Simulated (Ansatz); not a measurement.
# Ru: a relaxation

The equilibrium cell and energy of Ru in the structure given, which may be a polymorph.

This is Ru in the fcc structure; at room conditions it is hcp.

Method: DFT PBE+D3(BJ), scalar-relativistic, plane waves, PAW, in Ansatz 0.2.0.

## 1. The structure to begin with

The structure is cubic, space group Fm-3m (No. 225). The conventional cell has a = 3.791 Å, b = 3.791 Å, c = 3.791 Å, α = 90.00°, β = 90.00°, γ = 90.00°. Ru (site symmetry m-3m) has 12 Ru at 2.68 Å as nearest neighbours.

Coordinates:

```
Ru
1.0
     0.00000    1.89569    1.89569
     1.89569    0.00000    1.89569
     1.89569    1.89569    0.00000
Ru
1
Direct
  0.00000 0.00000 0.00000
```

Source of the structure: the Materials Project (structure only).

(A quick probe on a coarse mesh, which set the mesh and smearing, is not shown.)

## 3. The relaxation

Contents of input.yaml:

```yaml
crystal:
  lattice:
    - [0.0, 1.8956891339, 1.8956891339]
    - [1.8956891339, 0.0, 1.8956891339]
    - [1.8956891339, 1.8956891339, 0.0]
  atoms:
    - { symbol: Ru, position: [0.0, 0.0, 0.0] }
basis:
  ecutwfc: 420
kpoints:
  mp_grid: { grid: [18, 18, 18] }
hamiltonian:
  xc: pbe
  dispersion: d3bj
scf:
  occupations: { method: gaussian, width: 0.1 }
output:
  forces: true
  stress: true
  eigenvalues: true
relax:
  adjacent_minimum: "off"
  f_tol: 0.005
  max_steps: 80
  cell: { stress_tol: 0.05 }
```

Q: Predict the outcome of this session. Wanted: relaxed cell; volume; energy, smearing taken to zero; gap on the mesh; remaining pressure.

The runs gave:

| quantity | value |
| --- | --- |
| relaxed cell (conventional) | a = 3.780 Å, b = 3.780 Å, c = 3.780 Å, α = 90.00°, β = 90.00°, γ = 90.00° |
| space group (0.01 Å) | Fm-3m (No. 225) |
| volume | 13.50 Å³/atom |
| energy, smearing taken to zero | -5879.1976 eV/atom |
| gap on the mesh | none (metal) |
| remaining pressure | 0.01 GPa |

**Reading.** Relaxation lowered the volume by 0.9 %. It is a metal on this mesh.
